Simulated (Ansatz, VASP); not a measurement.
## One calculation of Ge, two programs

Contents of INCAR:

```
SYSTEM = Ge
PREC = Accurate
ENCUT = 520
EDIFF = 1E-6
ISMEAR = 0
SIGMA = 0.01
LREAL = .False.
LASPH = .True.
NELM = 60
ALGO = Normal
ISIF = 2
LWAVE = .False.
LCHARG = .False.
GGA = PS
NBANDS = 21
```

KPOINTS

```
Automatic mesh
0
Gamma
  10 10 10
  0 0 0
```

POSCAR

```
Ge
1.0
    0.0000000000      2.8662440442      2.8160910551
    2.8662440442      0.0000000000      2.8160910551
    2.8662440442      2.8662440442      0.0000000000
Ge
2
Direct
    0.0000000000      0.0000000000      0.0000000000
    0.2500000000      0.2500000000      0.2500000000
```

Input for Ansatz:

```yaml
crystal:
  lattice:
    - [0.0, 2.8662440442, 2.8160910551]
    - [2.8662440442, 0.0, 2.8160910551]
    - [2.8662440442, 2.8662440442, 0.0]
  atoms:
    - { symbol: Ge, position: [0.0, 0.0, 0.0] }
    - { symbol: Ge, position: [0.25, 0.25, 0.25] }
basis:
  ecutwfc: 600.0
kpoints:
  mp_grid: { grid: [10, 10, 10] }
  band_path:
    path:
      - [0.0, 0.0, 0.0]
      - [0.0, 0.0, 0.0]
      - [0.4024641616, 0.4024641616, 0.0]
      - [0.0, 0.4058681574, 0.4058681574]
      - [0.5, 0.5, 0.5]
      - [0.0, 0.0, 0.5]
      - [0.0038707894, 0.0038707894, 0.0077415788]
      - [-0.0038707894, -0.0038707894, -0.0077415788]
      - [0.0038707894, 0.0038707894, 0.0077415788]
      - [-0.0038707894, -0.0038707894, -0.0077415788]
    npoints: 1
hamiltonian:
  xc: pbesol
scf:
  occupations: { method: gaussian, width: 0.01 }
  n_extra_bands: 5
output:
  forces: true
  stress: true
  eigenvalues: true
```

Alike in both runs: task single point; functional PBEsol; k mesh 10 × 10 × 10; occupations gaussian, width 0.01 eV; no spin polarisation.

|  | VASP | Ansatz |
| --- | --- | --- |
| version | VASP 6.6.1 | Ansatz 0.2.0 |
| potentials or method | VASP PAW PBE potentials, release 64 (Ge_d) | scalar-relativistic, plane waves, PAW |
| plane-wave cutoff (eV) | 520 | 600 |
| valence electrons in the cell | 28 | 28 |

|  | VASP | Ansatz | Ansatz less VASP |
| --- | --- | --- | --- |
| gap on the k mesh at the Fermi level (eV) | 0.10 | 0.09 | -0.006 |
| least direct gap on the mesh (eV) | 0.13 | 0.13 | 0.000 |
| pressure (GPa) | -1.2 | -0.8 | +0.42 |
| largest component of the traceless stress (GPa) | 0.78 | 0.78 | +0.001 |

Caveats: the PAW data sets were made with another functional, which shifts forces and pressure a little (VASP).
